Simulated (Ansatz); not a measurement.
## Ta2CF2 MXene monolayer in a perpendicular field

Aim: how the Ta2CF2 MXene monolayer screens a field along its normal, and what the field does to its bands. A positive field points along +c.

Program: Ansatz 0.2.0. Level of theory: plane-wave DFT, PBE-D3(BJ), Ansatz PAW (set soft_1); PAW set soft_1. Results are calculated unless marked as measured.

## 1. Set-up

The cell holds 5 atoms: 2 F, 2 Ta and 1 C. Cell: a = 3.226 Å, b = 3.226 Å, c = 39.986 Å, α = 90.0°, β = 90.0°, γ = 120.0°. Vacuum lies along c.

## 2. Relaxation

The starting cell is a guess, so the in-plane lattice and the atoms are relaxed first, with the slab cut off from its images along the normal.

input.yaml reads:

```yaml
crystal:
  lattice:
    - [3.22608, 0.0, 0.0]
    - [-1.61304, 2.7938672346, 0.0]
    - [0.0, 0.0, 39.9857500326]
  atoms:
    - { symbol: F, position: [0.3333333333, 0.6666666667, 0.4439081419] }
    - { symbol: Ta, position: [0.6666666667, 0.3333333333, 0.4681655285] }
    - { symbol: C, position: [0.0, 0.0, 0.5] }
    - { symbol: Ta, position: [0.3333333333, 0.6666666667, 0.5318344715] }
    - { symbol: F, position: [0.6666666667, 0.3333333333, 0.5560918581] }
  periodic: [true, true, false]
kpoints:
  mp_grid: { grid: [12, 12, 1] }
hamiltonian:
  xc: pbe
  dispersion: d3bj
  pseudopotentials: { kind: paw, azcp: { folder: soft_1 } }
scf:
  occupations: { method: fermi_dirac, width: 0.05 }
  convergence: { dr2_threshold: 1.0e-09 }
relax:
  f_tol: 0.004
  max_steps: 90
  cell: {}
output:
  write_potential: true
  write_density: true
  volumetric_format: npy
```

The run is started by

```bash
$ ansatz run input.yaml --threads 2 --pin off --max-ram 3072MiB --backend cpu --events-out ev --progress --plain --runs-dir out
```

Numbers of over 12 decimals in the logs are rounded to 6 here.

What it wrote:

```text
Warning: relax.cell: scf.convergence.dr2_threshold = 1e-9 eV is looser than the 2.382802411e-10 eV advised for a relaxation that steers and ends on the stress (1e-10 eV for each atom of the cell: 5, times the square of relax.cell.stress_2d_tol = 0.05 N/m over 14.5 Å (the atoms' height at the walk's start and 5 Å past either face), 3.452e-2 GPa, over a crystal's default 0.05). What an SCF threshold leaves in a stress goes as its square root, and in the free energy as the threshold itself, and one threshold admits the most on a small cell: [figures from the program's tests cut] Set scf.convergence.dr2_threshold to 2.382802411e-10 eV or tighter. [rest of the remark cut]
Engine: ansatz 0.2.0, aarch64-unknown-linux-gnu
Pseudopotentials: kind: paw
Pseudopotential: F, paw, valence charge 7, recommended cutoff 420 eV (normal), soft_1/F.paw.azcp
Pseudopotential: Ta, paw, valence charge 13, recommended cutoff 420 eV (normal), soft_1/Ta.paw.azcp
Pseudopotential: C, paw, valence charge 4, recommended cutoff 420 eV (normal), soft_1/C.paw.azcp
Functional definition: PBE
  parameter kappa = 0.804
  parameter beta = 0.066725
  exchange = pbe_x(kappa = kappa, mu = beta*pi^2/3)
  correlation = pbe_c(beta = beta)
Crystal: 5 atoms, lattice volume = 360.401 Å³
Basis set: ecut = 420 eV, 7177 PW (Γ), exchange–correlation on 48×48×540 points (8 copies of the dense FFT grid, shifted against one another)
Bands: 27, of which v1, the nominal top of the filled ones, is band 22 counted from 1 (21 counted from 0)
Symmetry: 12 space group operations
Space group: P-3m1 (ITA 164), of the structure as read, at distance tolerance 7.1e-5 Å
k-points: 19 of 144
Non-local potential: F, projectors of the file, l = 0: 2, l = 1: 2, l = 2: 1
Non-local potential: Ta, projectors of the file, l = 0: 3, l = 1: 2, l = 2: 2, l = 3: 1
Non-local potential: C, projectors of the file, l = 0: 2, l = 1: 2, l = 2: 1
PAW form: soft (Blöchl's): semilocal exchange-correlation on the pseudo side does not see the compensation charge
PAW one-centre angular grid: F, 110 points (default); XC on 64 Gauss nodes
PAW one-centre angular grid: Ta, 590 points (default); XC on 64 Gauss nodes
PAW one-centre angular grid: C, 110 points (default); XC on 64 Gauss nodes
Initial density: superposition of atomic densities (neutral atoms: chi_scale 0, normalization atom)
Initial wavefunctions: pseudopotential atomic-orbital guess
Functional: x = pbe(κ = 0.804, μ = 0.219515), c = pbe(β = 0.066725)
SCF iter   1: F=—  HF=-21739.805151 eV  |F-HF|=—  |Δ(HF+E_count)|=         —  Δρ=5.22e-2  dr2=2.14e1  ethr=3.10e-3  ⟨swp⟩=14.1  Hψ=3713  notcnv=0
preconditioner: auto → LDOS  [insulator: Δε(μ)=0.146 eV  Ē_g=10.128 eV  σ=0.050 eV  W_gap=0.51  n_scr=24 (ndim 8)  ℏωp=9.6 eV  f_vac=0.804  D(μ)=1.41/eV (n_scr^D=10)  ε∞_Penn≈1.9  β→1.0]
SCF iter   2: F=—  HF=-21740.372615 eV  |F-HF|=—  |Δ(HF+E_count)|=   5.67e-1  Δρ=5.62e-2  dr2=1.01e2  ethr=3.10e-3  ⟨swp⟩=10.0  Hψ=5804  notcnv=0  defer=4  recentre
automatic band count: the SCF goes on with 32 bands, as 27 were too few: the levels above may hold too much charge
SCF iter   3: F=—  HF=-21735.172885 eV  |F-HF|=—  |Δ(HF+E_count)|=    5.20e0  Δρ=1.48e-2  dr2=2.21e0  ethr=3.10e-3  ⟨swp⟩=7.8  Hψ=2242  notcnv=0  defer=47
SCF iter   4: F=—  HF=-21734.852609 eV  |F-HF|=—  |Δ(HF+E_count)|=   3.20e-1  Δρ=2.96e-3  dr2=2.69e-1  ethr=3.10e-3  ⟨swp⟩=6.3  Hψ=1519  notcnv=0  defer=47
SCF iter   5: F=—  HF=-21734.826439 eV  |F-HF|=—  |Δ(HF+E_count)|=   2.62e-2  Δρ=1.44e-3  dr2=1.74e-1  ethr=6.11e-4  ⟨swp⟩=4.1  Hψ=1171  notcnv=0  defer=46
SCF iter   6: F=—  HF=-21734.779850 eV  |F-HF|=—  |Δ(HF+E_count)|=   4.66e-2  Δρ=5.80e-4  dr2=7.56e-2  ethr=3.96e-4  ⟨swp⟩=5.1  Hψ=857  notcnv=0  defer=46
SCF iter   7: F=—  HF=-21734.738691 eV  |F-HF|=—  |Δ(HF+E_count)|=   4.12e-2  Δρ=7.39e-4  dr2=1.16e-2  ethr=1.72e-4  ⟨swp⟩=6.9  Hψ=1282  notcnv=0  defer=52
SCF iter   8: F=—  HF=-21734.752590 eV  |F-HF|=—  |Δ(HF+E_count)|=   1.39e-2  Δρ=7.02e-4  dr2=3.40e-2  ethr=2.63e-5  ⟨swp⟩=6.6  Hψ=1531  notcnv=0  defer=46  recentre
SCF iter   9: F=—  HF=-21734.737753 eV  |F-HF|=—  |Δ(HF+E_count)|=   1.48e-2  Δρ=1.56e-4  dr2=5.02e-4  ethr=2.63e-5  ⟨swp⟩=5.5  Hψ=1327  notcnv=0  defer=53
SCF iter  10: F=—  HF=-21734.737633 eV  |F-HF|=—  |Δ(HF+E_count)|=   1.20e-4  Δρ=7.20e-5  dr2=3.95e-5  ethr=1.14e-6  ⟨swp⟩=3.7  Hψ=1056  notcnv=0  defer=51
SCF iter  11: F=—  HF=-21734.737746 eV  |F-HF|=—  |Δ(HF+E_count)|=   1.13e-4  Δρ=7.49e-5  dr2=2.20e-5  ethr=8.98e-8  ⟨swp⟩=3.3  Hψ=1237  notcnv=0  defer=55
SCF iter  12: F=—  HF=-21734.737735 eV  |F-HF|=—  |Δ(HF+E_count)|=   1.08e-5  Δρ=1.82e-5  dr2=1.29e-6  ethr=5.00e-8  ⟨swp⟩=2.5  Hψ=931  notcnv=0  defer=55
SCF iter  13: F=—  HF=-21734.737623 eV  |F-HF|=—  |Δ(HF+E_count)|=   1.12e-4  Δρ=6.66e-6  dr2=1.76e-7  ethr=2.94e-9  ⟨swp⟩=3.9  Hψ=1288  notcnv=0  defer=55
SCF iter  14: F=—  HF=-21734.737623 eV  |F-HF|=—  |Δ(HF+E_count)|=   1.43e-8  Δρ=2.41e-6  dr2=3.03e-8  ethr=3.99e-10  ⟨swp⟩=3.1  Hψ=1072  notcnv=0  defer=55
SCF iter  15: F=—  HF=-21734.737623 eV  |F-HF|=—  |Δ(HF+E_count)|=   8.76e-8  Δρ=5.34e-7  dr2=2.62e-9  ethr=6.88e-11  ⟨swp⟩=3.7  Hψ=1226  notcnv=0  defer=55
SCF iter  16: F=-21734.737623 eV  HF=-21734.737623 eV  |F-HF|=6.77e-10  |Δ(HF+E_count)|=   6.05e-9  Δρ=1.52e-7  dr2=9.64e-11  ethr=2.27e-12  ⟨swp⟩=13.2  Hψ=4718  notcnv=0
SCF 1 converged in 16 iterations: F = -21734.737623 eV  dr2 = 9.64e-11
  greatest PAW one-centre occupation: 0.999 electrons in one spin orbital (limit 2), on the Ta atom at site 3 (counted from 0), in its partial waves of l = 0
relax step   1: F+E_penalty+E_count = -21734.73762304 eV  Δ(F+E_penalty+E_count) = +0.000e0 eV  max|allowed force component| = 7.766e0 eV/Å  Δτ_max = 0.0000 Å  P = +6.982 N/m  Ω = 360.401 Å³  fix = [c, alpha, beta]  reactions: c +0.000 N/m  (16 SCF iters, accepted)
Crystal: 5 atoms, lattice volume = 360.359 Å³
Bands: 32, of which v1, the nominal top of the filled ones, is band 22 counted from 1 (21 counted from 0)
Initial density: handed on by an earlier stage of this run
Initial wavefunctions: those handed on with the density
iter 1 solved again at ethr=8.60e-4 eV; its pass at ethr=3.10e-3 eV (dr2=3.79e-1 eV) is discarded
SCF iter   1: F=—  HF=-21737.283438 eV  |F-HF|=—  |Δ(HF+E_count)|=         —  Δρ=1.05e-2  dr2=3.82e-1  ethr=8.60e-4  ⟨swp⟩=2.9  Hψ=4810  notcnv=0
preconditioner: auto → LDOS  [metal: Δε(μ)=0.070 eV  Ē_g=10.358 eV  σ=0.050 eV  W_gap=0.31  n_scr=24 (ndim 8)  ℏωp=9.6 eV  f_vac=0.817  D(μ)=1.16/eV (n_scr^D=8)  β→1.0]
[...]
SCF iter   8: F=—  HF=-21737.469011 eV  |F-HF|=—  |Δ(HF+E_count)|=   6.34e-8  Δρ=1.65e-6  dr2=7.04e-9  ethr=2.92e-10  ⟨swp⟩=2.8  Hψ=1096  notcnv=0  defer=59
SCF iter   9: F=-21737.469011 eV  HF=-21737.469011 eV  |F-HF|=7.70e-9  |Δ(HF+E_count)|=   2.92e-8  Δρ=3.89e-7  dr2=4.36e-10  ethr=2.27e-12  ⟨swp⟩=14.7  Hψ=5182  notcnv=0
SCF 3 converged in 9 iterations: F = -21737.469011 eV  dr2 = 4.36e-10
relax step   3: F+E_penalty+E_count = -21737.46901070 eV  Δ(F+E_penalty+E_count) = -2.741e-1 eV  max|allowed force component| = 1.131e0 eV/Å  Δτ_max = 0.1985 Å  P = +1.604 N/m  Ω = 350.093 Å³  energy of the carried Pulay correction = +3.018e-3 eV  fix = [c, alpha, beta]  reactions: c +0.000 N/m  (9 SCF iters, accepted)
[...]
relax step   4: F+E_penalty+E_count = -21737.49113698 eV  Δ(F+E_penalty+E_count) = -2.213e-2 eV  max|allowed force component| = 3.340e-1 eV/Å  Δτ_max = 0.0337 Å  P = -1.253 N/m  Ω = 351.759 Å³  energy of the carried Pulay correction = +2.524e-3 eV  fix = [c, alpha, beta]  reactions: c -0.000 N/m  (8 SCF iters, accepted)
[...]
relax step   5: F+E_penalty+E_count = -21737.49639265 eV  Δ(F+E_penalty+E_count) = -5.256e-3 eV  max|allowed force component| = 1.093e-2 eV/Å  Δτ_max = 0.0154 Å  P = +0.097 N/m  Ω = 350.761 Å³  energy of the carried Pulay correction = +2.819e-3 eV  fix = [c, alpha, beta]  reactions: c +0.000 N/m  (7 SCF iters, accepted)
[...]
relax step   6: F+E_penalty+E_count = -21737.49637928 eV  Δ(F+E_penalty+E_count) = +1.338e-5 eV  max|allowed force component| = 2.048e-2 eV/Å  Δτ_max = 0.0027 Å  P = -0.012 N/m  Ω = 350.813 Å³  energy of the carried Pulay correction = +2.804e-3 eV  fix = [c, alpha, beta]  reactions: c -0.000 N/m  (6 SCF iters, accepted)
[...]
relax step   7: F+E_penalty+E_count = -21737.49638854 eV  Δ(F+E_penalty+E_count) = -9.263e-6 eV  max|allowed force component| = 1.262e-4 eV/Å  Δτ_max = 0.0014 Å  P = -0.001 N/m  Ω = 350.854 Å³  energy of the carried Pulay correction = +2.792e-3 eV  fix = [c, alpha, beta]  reactions: c -0.000 N/m  (5 SCF iters, accepted)
[...]
relax step   8: F+E_penalty+E_count = -21737.49388483 eV  Δ(F+E_penalty+E_count) = +2.504e-3 eV  max|allowed force component| = 3.753e-4 eV/Å  Δτ_max = 0.0000 Å  P = -0.054 N/m  Ω = 350.854 Å³  fix = [c, alpha, beta]  reactions: c -0.000 N/m  stress off target by 5.40e-2 N/m on what of the cell is left free  SCF on the basis re-selected at this cell (its energy is not comparable with the rows above)  (6 SCF iters)
[...]
relax step   9: F+E_penalty+E_count = -21737.49393753 eV  Δ(F+E_penalty+E_count) = -5.271e-5 eV  max|allowed force component| = 1.222e-3 eV/Å  Δτ_max = 0.0005 Å  P = -0.003 N/m  Ω = 350.712 Å³  energy of the carried Pulay correction = +4.612e-5 eV  fix = [c, alpha, beta]  reactions: c -0.000 N/m  (5 SCF iters, accepted)
iter 1 solved again at ethr=4.21e-8 eV; its pass at ethr=3.10e-3 eV (dr2=1.85e-5 eV) is discarded
SCF iter   1: F=—  HF=-21737.493931 eV  |F-HF|=—  |Δ(HF+E_count)|=         —  Δρ=1.45e-6  dr2=2.03e-9  ethr=4.21e-8  ⟨swp⟩=7.8  Hψ=8009  notcnv=0
eigensolver tolerance schedule: the retry pair's looser diagonalisation over-reported the residual by 9121.67 of it (diagonalisation noise at 0.14 of the residual, at the tolerance the schedule requests for it); recorded, not acted on — ethr = c·dr2/N_el stays at c = 1.0e-1
SCF iter   2: F=—  HF=-21737.493895 eV  |F-HF|=—  |Δ(HF+E_count)|=   3.59e-5  Δρ=2.00e-6  dr2=8.27e-9  ethr=4.62e-12  ⟨swp⟩=7.2  Hψ=2603  notcnv=0
SCF iter   3: F=-21737.493895 eV  HF=-21737.493895 eV  |F-HF|=1.31e-10  |Δ(HF+E_count)|=   7.48e-9  Δρ=5.28e-7  dr2=5.31e-10  ethr=2.27e-12  ⟨swp⟩=18.8  Hψ=6098  notcnv=0
SCF 10 converged in 3 iterations: F = -21737.493895 eV  dr2 = 5.31e-10
relax step  10: F+E_penalty+E_count = -21737.49389509 eV  Δ(F+E_penalty+E_count) = +4.245e-5 eV  max|allowed force component| = 1.229e-3 eV/Å  Δτ_max = 0.0000 Å  P = -0.004 N/m  Ω = 350.712 Å³  fix = [c, alpha, beta]  reactions: c -0.000 N/m  stress off target by 4.12e-3 N/m on what of the cell is left free  SCF on the basis re-selected at this cell (its energy is not comparable with the rows above)  (3 SCF iters)
basis re-selected at this cell: Δ(F+E_penalty+E_count) = +4.245e-5 eV, ΔP = -0.001 N/m vs the last step (what re-selecting the basis moved, of the pressure what is left beyond the Pulay correction that the steps carried, after the strain that the cell walked since its last selection, with what the two solves' SCF thresholds leave and, on support functions, any second-order correction that the steps lacked; it is no m [...]
WARN: The output density's exchange-correlation potential varies sharply where the density is thin. Do not read a vacuum level from v_tot or v_xc, or from such a field of the output density. On a cell that repeats whose density bears no net charge and no dipole along the vacuum's axis use v_es (v_loc + v_h of the components); under efield.dipole_correction with no amplitude use v_es + v_field, which holds any externa [...]
SCF converged after 3 iterations
Free energy (F): -21737.493895 eV
Harris-Foulkes:  -21737.493895 eV  (|F-HF|=1.31e-10)
Internal energy: -21737.484854 eV  (E = F + TS)
E sigma→0 (E₀):  -21737.489374 eV
Entropy (-TS):   -0.009041 eV (-1.808 meV/atom)
Fermi energy:    -3.779912 eV
--- Per-component energies (eV) ---
  E_band       = -1140.876490
  E_kinetic    = 1273.561574
  E_local      = -162837.024991  (includes V_loc(G=0)·N_el)
  E_nonlocal   = 175.747155
  E_hartree    = 80665.399683
  E_xc         = -845.227885
  E_vxc        = -725.088424  (∫ρ·V_xc dr)
  E_paw        = -17118.929993  (= ΣΔE_a)
  E_vpaw       = -358.870635  (= ΣTr[D̂ρ^β])
  E_aug_tail   = 0.001629  (compensation charges beyond the density's cutoff)
  E_ewald      = 76950.049534
  E_disp       = -1.061559  (pairwise vdW)
  E_smearing   = -0.009041  (= −TS)
  E_closure    = 0.000000  (closes the sum)
  Σ components = -21737.493895   (vs F -21737.493895, Δ=0.00e0)
--- Forces (eV/Å), atoms counted from 1 ---
  atom   1  F      0.00000000     0.00000000     0.00002960
  atom   2  Ta     0.00000000     0.00000000    -0.00122875
  atom   3  C     -0.00000000     0.00000000     0.00000000
  atom   4  Ta     0.00000000     0.00000000     0.00122875
  atom   5  F      0.00000000    -0.00000000    -0.00002960
  max |Σ_I F_I| component: 6.94e-18 eV/Å
--- 2D stress c σ (N/m, compression-positive) ---
       -0.004125       0.000000       0.000000
        0.000000      -0.004125      -0.000000
        0.000000      -0.000000      -0.000000
  P = ½ c Tr σ = -0.0041 N/m
--- Band table (eV; the first three rows and the last of 19) ---
  k-point 0: bands = [... 18 lower, -8.9961, -8.9961, -5.5526, -5.5526, -4.4324, -3.2248, -2.4937, -2.4937, ... 6 higher]
  k-point 1: bands = [... 18 lower, -9.2120, -9.0275, -5.7981, -5.3909, -4.3978, -2.9267, -2.7056, -2.5083, ... 6 higher]
  k-point 2: bands = [... 18 lower, -9.5659, -9.0773, -6.3271, -4.9315, -4.3130, -3.1024, -2.5483, -2.3912, ... 6 higher]
  k-point 18: bands = [... 18 lower, -10.0008, -8.9164, -4.9933, -4.4678, -4.4678, -1.8304, -1.7013, -1.7013, ... 6 higher]
  the weakly bound empty levels are not read free of the cell's end (no_gap_told)
--- Relaxed structure (8 steps of the walk, 8 accepted, 2 SCFs on fresh bases) ---
  F+E_penalty+E_count = -21737.49389509 eV   max|allowed force component| = 1.229e-3 eV/Å   (the final SCF, on the basis selected at the relaxed cell)
  cell:  # Å, volume = 350.7119 Å³
    - [3.182419, 0, 0]
    - [-1.591209, 2.756055, 0]
    - [0, 0, 39.9857500326]
  atoms:
    - { symbol: F, position: [0.333333, 0.666667, 0.437458] }
    - { symbol: Ta, position: [0.666667, 0.333333, 0.472640] }
    - { symbol: C, position: [0, 0, 0.5] }
    - { symbol: Ta, position: [0.333333, 0.666667, 0.527360] }
    - { symbol: F, position: [0.666667, 0.333333, 0.562542] }
```

Run time: 72 s. Hardware: 2 threads of Arm Neoverse V1, shared host; peak memory 0.66 GiB.

Step by step:

| step | energy less that of the first step (eV) | largest force component (eV/Å) | volume (Å³) |
| --- | --- | --- | --- |
| 1 | 0.0000 | 7.7663 | 360.40 |
| 2 | -2.4572 | 1.8325 | 360.36 |
| 3 | -2.7314 | 1.1309 | 350.09 |
| 4 | -2.7535 | 0.3340 | 351.76 |
| 5 | -2.7588 | 0.0109 | 350.76 |
| 6 | -2.7588 | 0.0205 | 350.81 |
| 7 | -2.7588 | 0.0001 | 350.85 |
| 8* | -2.7563 | 0.0004 | 350.85 |
| 9 | -2.7563 | 0.0012 | 350.71 |
| 10* | -2.7563 | 0.0012 | 350.71 |

Relaxation steps marked * repeat the geometry before them on a plane-wave basis chosen anew for their cell, so energy and pressure can jump there.

Forces are held to the 12 operations that the run works with; a distortion that breaks them can't arise in this run.

| cell as run | before | after | change |
| --- | --- | --- | --- |
| a (Å) | 3.226 | 3.182 | -1.4 % |
| b (Å) | 3.226 | 3.182 | -1.4 % |

The atoms that moved most (Å, along periodic axes as changes of fractional coordinates times the final cell, across vacuum about the mean position):

| atom | dx | dy | dz | length |
| --- | --- | --- | --- | --- |
| F5 | 0.000 | 0.000 | 0.258 | 0.258 |
| F1 | 0.000 | 0.000 | -0.258 | 0.258 |
| Ta4 | 0.000 | 0.000 | -0.179 | 0.179 |
| Ta2 | 0.000 | 0.000 | 0.179 | 0.179 |

The relaxed structure:

```xyz
5
Lattice="3.1824 0.0000 0.0000 -1.5912 2.7561 0.0000 0.0000 0.0000 39.9858" Properties=species:S:1:pos:R:3
F     0.0000    1.8374   17.4921
Ta    1.5912    0.9187   18.8988
C     0.0000    0.0000   19.9929
Ta    0.0000    1.8374   21.0869
F     1.5912    0.9187   22.4936
```

This step gave:

```yaml
energy_at_zero_smearing: -21737.4894 eV
```

The lattice constant a goes from 3.226 to 3.182 Å.

(Continued in part 2 of 2.)

[Logs are printed without paths, hosts, clocks, repeated set-up lines and the standing remarks that a program may print on its own settings, such as how far it seeks lower states.]

[Hosts, paths, dates, database ids (printed as entryN), source tags and the programs' standing remarks are cut or masked in the printed files.]

[Maps of the electrostatic potential energy from Ansatz leave out the sawtooth potential of an applied field or a dipole correction, so their vacuum need not be flat; planar profiles and work functions include it.]
